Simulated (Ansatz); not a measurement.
Crystal: CaO.

```
Ca O
1.0
     0.00000    2.40356    2.40356
     2.40356    0.00000    2.40356
     2.40356    2.40356    0.00000
Ca O
1 1
Direct
  0.00000 0.00000 0.00000
  0.50000 0.50000 0.50000
```

The cell is a database's computed one.

| Quantity | Value |
| --- | --- |
| Program | Ansatz 0.2.0 |
| Task | relaxation of cell and atoms |
| Functional | BLYP |
| Potentials or basis | Ansatz PAW |
| Cutoff | 420 eV (not typed: the program's choice for these potentials) |
| k mesh | 10 × 10 × 10 |
| Occupations | fermi-dirac, width 0.05 eV |
| Spin | no spin polarisation |

At the start: volume 13.89 Å³/atom.

Q: How do energy, volume and symmetry change on relaxing?

A: It ends after 6 steps and the volume is 14.44 Å³/atom (+4.0 %); space group Fm-3m (No. 225, to 0.05 Å).

The path:
| step | energy change (eV) | largest force (eV/Å) | volume (Å³) |
| --- | --- | --- | --- |
| 1 | 0.0000 | 0.0000 | 27.77 |
| 2 | -0.0087 | 0.0000 | 29.06 |
| 3 | -0.0102 | 0.0000 | 28.83 |
| 4 | -0.0144 | 0.0000 | 28.83 |
| 5 | -0.0143 | 0.0000 | 28.87 |
| 6 | -0.0144 | 0.0000 | 28.87 |

Final structure:
```xyz
2
Lattice="0.0000 2.4349 2.4349 2.4349 0.0000 2.4349 2.4349 2.4349 0.0000" Properties=species:S:1:pos:R:3 pbc="T T T"
Ca    0.0000    0.0000    0.0000
O     2.4349    2.4349    2.4349
```

Caveat: the plane-wave basis is chosen anew once the cell has moved, so the energies of steps on either side of that aren't comparable; the pressure holds a Pulay correction of +0.5 GPa for the finite cutoff; the PAW data sets come from PBE, with cores solved anew for the run's functional, which leaves a small shift of forces and pressure.
